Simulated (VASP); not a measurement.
# VASP 6.6.1 run: ZnS

INCAR

```
GGA = PE
EDIFF = 1E-7
NELM = 120
NBANDS = 16
NSW = 0
ISMEAR = -1
PREC = Accurate
IBRION = -1
SIGMA = 0.02
LCHARG = .FALSE.
LREAL = Auto
ENCUT = 520
ISIF = 2
LASPH = .TRUE.
LWAVE = .FALSE.
```

KPOINTS

```
KPOINTS created by Atomic Simulation Environment
0
Monkhorst-Pack
8 8 8
0 0 0
```

POSCAR

```
Zn S
 1.0000000000000000
     0.1194525264000000    2.7057749247000000    2.7057749247000000
     2.7057749247000000    0.1194525264000000    2.7057749247000000
     2.7057749247000000    2.7057749247000000    0.1194525264000000
 Zn  S
   1   1
Cartesian
  0.0237799178023345  0.0237799178023345  0.0237799178023345
  1.3589706761476661  1.3589706761476661  1.3589706761476661
```

The recommended PBE PAW datasets give the neutral cell 18 valence electrons.

Command

```
mpirun -np 1 vasp_std
```

OSZICAR

```
N       E                     dE             d eps       ncg     rms          rms(c)
DAV:   1     0.906244125015E+02    0.90624E+02   -0.90359E+03  1920   0.138E+03
DAV:   2    -0.139090005719E+01   -0.92015E+02   -0.86452E+02  2208   0.265E+02
DAV:   3    -0.712890650136E+01   -0.57380E+01   -0.57163E+01  2384   0.648E+01
DAV:   4    -0.718682900498E+01   -0.57923E-01   -0.57909E-01  2328   0.664E+00
DAV:   5    -0.718747264911E+01   -0.64364E-03   -0.64363E-03  2432   0.678E-01    0.776E+00
DAV:   6    -0.677016241034E+01    0.41731E+00   -0.74958E-01  2880   0.313E+01    0.598E+00
DAV:   7    -0.674628127016E+01    0.23881E-01   -0.28081E-01  2344   0.493E+00    0.295E+00
DAV:   8    -0.674541528645E+01    0.86598E-03   -0.62678E-03  2528   0.117E+00    0.774E-01
DAV:   9    -0.674552990551E+01   -0.11462E-03   -0.14955E-03  2304   0.299E-01    0.882E-02
DAV:  10    -0.674565596143E+01   -0.12606E-03   -0.17325E-04  2456   0.977E-02    0.423E-02
DAV:  11    -0.674567580944E+01   -0.19848E-04   -0.40197E-05  2232   0.512E-02    0.101E-02
DAV:  12    -0.674567668278E+01   -0.87333E-06   -0.28868E-06  2600   0.171E-02    0.546E-03
DAV:  13    -0.674567685890E+01   -0.17612E-06   -0.41409E-07  2368   0.894E-03    0.214E-03
DAV:  14    -0.674567685046E+01    0.84383E-08   -0.28825E-08  1920   0.349E-03
   1 F= -.67456769E+01 E0= -.67456769E+01  d E =-.160540E-10
```

From OUTCAR

```
k-points           NKPTS =     60   k-points in BZ     NKDIM =     60   number of bands    NBANDS=     16

   NELECT =      18.0000    total number of electrons

   dimension x,y,z NGX =    28 NGY =   28 NGZ =   28
   dimension x,y,z NGXF=    56 NGYF=   56 NGZF=   56

  energy-cutoff  :      520.00
  volume of cell :       37.00
      direct lattice vectors                 reciprocal lattice vectors
     0.119452526  2.705774925  2.705774925    -0.197499914  0.189149484  0.189149484
     2.705774925  0.119452526  2.705774925     0.189149484 -0.197499914  0.189149484
     2.705774925  2.705774925  0.119452526     0.189149484  0.189149484 -0.197499914

 k-points in reciprocal lattice and weights: KPOINTS created by Atomic Simulation Env
   0.06250000  0.06250000  0.06250000       0.004
   0.18750000  0.06250000  0.06250000       0.012
   0.31250000  0.06250000  0.06250000       0.012
   0.43750000  0.06250000  0.06250000       0.012
  -0.43750000  0.06250000  0.06250000       0.012
  -0.31250000  0.06250000  0.06250000       0.012
  -0.18750000  0.06250000  0.06250000       0.012
  -0.06250000  0.06250000  0.06250000       0.012
   ...

 E-fermi :   3.2342

 k-point     1 :       0.0625    0.0625    0.0625
  band No.  band energies     occupation
      1     -10.8380      2.00000
      2      -3.9261      2.00000
      3      -3.8492      2.00000
      4      -3.8492      2.00000
      5      -3.3120      2.00000
      6      -3.3120      2.00000
      7       2.0394      2.00000
      8       2.8377      2.00000
      9       2.8377      2.00000
     10       5.3495      0.00000
     11       8.6280      0.00000
     12       9.4849      0.00000
     13       9.4849      0.00000
     14      14.4187      0.00000
     15      14.4187      0.00000
     16      15.2010      0.00000

 k-point     2 :       0.1875    0.0625    0.0625
  band No.  band energies     occupation
      1     -10.6665      2.00000
      2      -3.9103      2.00000
      3      -3.8301      2.00000
      4      -3.8259      2.00000
      5      -3.3191      2.00000
      6      -3.3094      2.00000
      7       1.1885      2.00000
      8       2.0706      2.00000
      9       2.7229      2.00000
     10       6.1900      0.00000
     11       8.9559      0.00000
     12       9.6089      0.00000
     13       9.6752      0.00000
     14      13.5653      0.00000
     15      13.9524      0.00000
     16      16.0507      0.00000

 k-point     3 :       0.3125    0.0625    0.0625
  band No.  band energies     occupation
      1     -10.2905      2.00000
      2      -3.8494      2.00000
      3      -3.7817      2.00000
      4      -3.7756      2.00000
      5      -3.3105      2.00000
      6      -3.3056      2.00000
      7      -0.4398      2.00000
      8       1.5118      2.00000
      9       2.3658      2.00000
     10       6.4832      0.00000
     11       9.5936      0.00000
     12       9.8692      0.00000
     13      10.2428      0.00000
     14      13.7213      0.00000
     15      13.9093      0.00000
     16      15.2667      0.00000

 ...

  Total        1.6835213      1.6835213      1.6835213     -0.5253642     -0.5253642     -0.5253642
  in kB       72.9054552     72.9054552     72.9054552    -22.7510740    -22.7510740    -22.7510740
  external PRESSURE =      72.9054552 kB  Pullay stress =       0.0000000 kB

 POSITION                                       TOTAL-FORCE (eV/Angst)
 -----------------------------------------------------------------------------------
      0.02378      0.02378      0.02378         0.012786      0.012786      0.012786
      1.35897      1.35897      1.35897        -0.012786     -0.012786     -0.012786
 -----------------------------------------------------------------------------------
    total drift:                                0.001407      0.001407      0.001407

  FREE ENERGIE OF THE ION-ELECTRON SYSTEM (eV)
  ---------------------------------------------------
  free  energy   TOTEN  =        -6.7456768505 eV

  energy  without entropy=       -6.7456768504  energy(sigma->0) =       -6.74567685
```

It converged. Results: gap between bands v and c on the k mesh 2.51 eV; least direct gap on the k mesh 2.51 eV; pressure 7.3 GPa; largest force 0.02 eV/Å. Band v is the last that the valence electrons fill when counted band by band, and c is the next.

The shifted mesh misses Γ, so a band edge there is missed.

For comparison, a separate PBE run of the intended cell, on usual settings and not on those above, gives a gap of 2.13 eV on its mesh and a pressure of 7.3 GPa.

The run above took about 45 s on one core of a shared host (Intel Xeon Platinum 8488C) and held 0.17 GiB at most.
